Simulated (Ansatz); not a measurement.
**TaN: how the settings move a single-point run**

Aim: see which settings change the result for TaN, by how much, and at what cost.

Method: reference: DFT, PBE, PAW with Ansatz's default frozen-core files, scalar-relativistic, in Ansatz 0.2.0.

**1. The system as given**

It takes space group P-6m2 (No. 187, hexagonal). The conventional cell has a = 2.879 Å, b = 2.879 Å, c = 2.825 Å, α = 90.00°, β = 90.00°, γ = 120.00°. Around Ta (site symmetry -6m2) lie 6 N at 2.18 Å. N (site symmetry -6m2) has 6 Ta at 2.18 Å as nearest neighbours.

Structure file:

```
Ta N
1.0
     2.87853    0.00000    0.00000
    -1.43927    2.49288    0.00000
     0.00000    0.00000    2.82465
Ta N
1 1
Direct
  0.33333 0.66667 0.50000
  0.00000 0.00000 0.00000
```

**2. Baseline**

The input, input.yaml:

```yaml
crystal:
  lattice:
    - [2.8785330664, 0.0, 0.0]
    - [-1.4392665332, 2.4928827612, 0.0]
    - [0.0, 0.0, 2.8246473979]
  atoms:
    - { symbol: Ta, position: [0.3333333333, 0.6666666667, 0.5] }
    - { symbol: "N", position: [0.0, 0.0, 0.0] }
kpoints:
  mp_grid: { grid: [12, 12, 10] }
scf:
  occupations: { method: fermi_dirac, width: 0.02 }
hamiltonian:
  xc: pbe
  pseudopotentials: { kind: paw }
output:
  forces: true
  stress: true
  eigenvalues: true
  efg: { contact_densities: true }
```

Run with:

```
$ ansatz run input.yaml --threads 1 --pin off --max-ram 2048MiB --backend cpu --events-out ev --progress --plain --runs-dir out
```

**3. Changing settings: symmetry.detect false, mp_grid.shift [0.5, 0.5, 0.5], dispersion d3bjatm**

Changes to input.yaml since step 2:

```diff
@@ -8,4 +8,5 @@
     - { symbol: "N", position: [0.0, 0.0, 0.0] }
+  symmetry: { detect: false }
 kpoints:
-  mp_grid: { grid: [12, 12, 10] }
+  mp_grid: { grid: [12, 12, 10], shift: [0.5, 0.5, 0.5] }
 scf:
@@ -15,2 +16,3 @@
   pseudopotentials: { kind: paw }
+  dispersion: d3bjatm
 output:
```

What does the calculation give? Wanted: for each run, ending; energy change; pressure; gap; force.

**Answer**, as computed:

| run | ending | energy change | pressure (GPa) | gap (eV) | force (eV/Å) | cycles | time |
| --- | --- | --- | --- | --- | --- | --- | --- |
| reference | converged | 0 | 29.7 | 0.00 | 0.00 | 6 | 3.9 s |
| 1: symmetry.detect false, mp_grid.shift [0.5, 0.5, 0.5], dispersion d3bjatm | converged | -439.4 meV/atom (offset of the dispersion model) | 23.4 | 0.05 | 0.00 | 6 | 17 s |

Residual by cycle in the longest SCF loop of each run; runs are numbered as in the table. The quantity is the density residual dr2, in eV.

| cycle | reference | run 1 |
| --- | --- | --- |
| 1 | 0.0106 | 0.0104 |
| 2 | 0.0019 | 0.00512 |
| 3 | 1.1e-5 | 5.7e-5 |
| 4 | 3.6e-7 | 4.0e-6 |
| 5 | 7.9e-9 | 1.1e-7 |
| 6 | 1.1e-10 | 5.2e-10 |

The energy moves by -439.4 meV/atom, nearly all of it the dispersion term itself (-439.6 meV/atom); that offset belongs to the model and is no gain or loss of stability; the pressure goes from 29.7 to 23.4 GPa and the mesh shows a spacing of 0.05 eV at the Fermi level, which on a coarse mesh need not be a gap. The structure is not at rest: the sound run finds 30 GPa, so these are no properties of the relaxed crystal. 
